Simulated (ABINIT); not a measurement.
Wanted: the native input for an ABINIT 10.8.3 (patched build) run.

- Task: band structure
- Functional: AM05
- Potentials or basis: JTH PAW PBE v2.0
- Cutoff: 844 eV
- k mesh: 10 × 10 × 5
- Occupations: fermi-dirac, width 0.05 eV
- Spin: no spin polarisation
- Fine-grid cutoff: 1442.2 eV

The system is GaN.

```
CELL_PARAMETERS angstrom
3.18000 0.00000 0.00000
-1.59000 2.75396 0.00000
0.00000 0.00000 5.16600
ATOMIC_POSITIONS crystal
Ga 0.66667 0.33333 0.50000
Ga 0.33333 0.66667 0.00000
N 0.66667 0.33333 0.87500
N 0.33333 0.66667 0.37500
```

The input as run:

run.abi

```
ndtset 2

pp_dirpath "./"
pseudos "Ga.GGA_PBE-JTH.xml, N.GGA_PBE-JTH.xml"

acell 3*1.0
rprim
     6.0093290763     0.0000000000     0.0000000000
    -3.0046645382     5.2042316397     0.0000000000
     0.0000000000     0.0000000000     9.7623251598
ntypat 2
znucl 31 7
natom 4
typat 1 1 2 2
xred
     0.6666666667     0.3333333333     0.5000000000
     0.3333333333     0.6666666667     0.0000000000
     0.6666666667     0.3333333333     0.8750000000
     0.3333333333     0.6666666667     0.3750000000

ecut 31.0
pawecutdg 53.0
pawxcdev 0

ixc -120135

occopt 3
tsmear 0.05 eV

nstep 100

iomode 3
prtwf 0
prteig 0
prtebands 0
enunit 1
prtden1 1

kptopt1 1
ngkpt1 10 10 5
nshiftk1 1
shiftk1 0.0 0.0 0.0
nband1 22
tolvrs1 1.0e-9

iscf2 -2
getden2 1
nband2 28
nbdbuf2 4
tolwfr2 1.0e-11
kptopt2 -7
ndivsm2 6
prteig2 1
prtvol2 -3
kptbounds2
     0.0000000000     0.0000000000     0.0000000000
     0.5000000000     0.0000000000     0.0000000000
     0.3333333333     0.3333333333     0.0000000000
     0.0000000000     0.0000000000     0.0000000000
     0.0000000000     0.0000000000     0.5000000000
     0.5000000000     0.0000000000     0.5000000000
     0.3333333333     0.3333333333     0.5000000000
     0.0000000000     0.0000000000     0.5000000000
```

Potentials or basis: JTH PAW PBE v2.0.

Run with:

```bash
$ abinit run.abi > log 2>&1
```

Results of the run:

```
Pressure                                              : 1.8 GPa
Largest force                                         : 0.136 eV/Å
Band gap on the k mesh                                : 2.00 eV, direct
Band gap along the path                               : 2.00 eV, direct
Valence electrons inside the program's atomic spheres : Ga 11.20; N 2.54
```

Caveat: the PAW data sets were made with another functional, which shifts forces and pressure a little.

It took 2.9 min on 1 thread of Arm Neoverse V1 (shared host), peak memory 0.18 GiB.
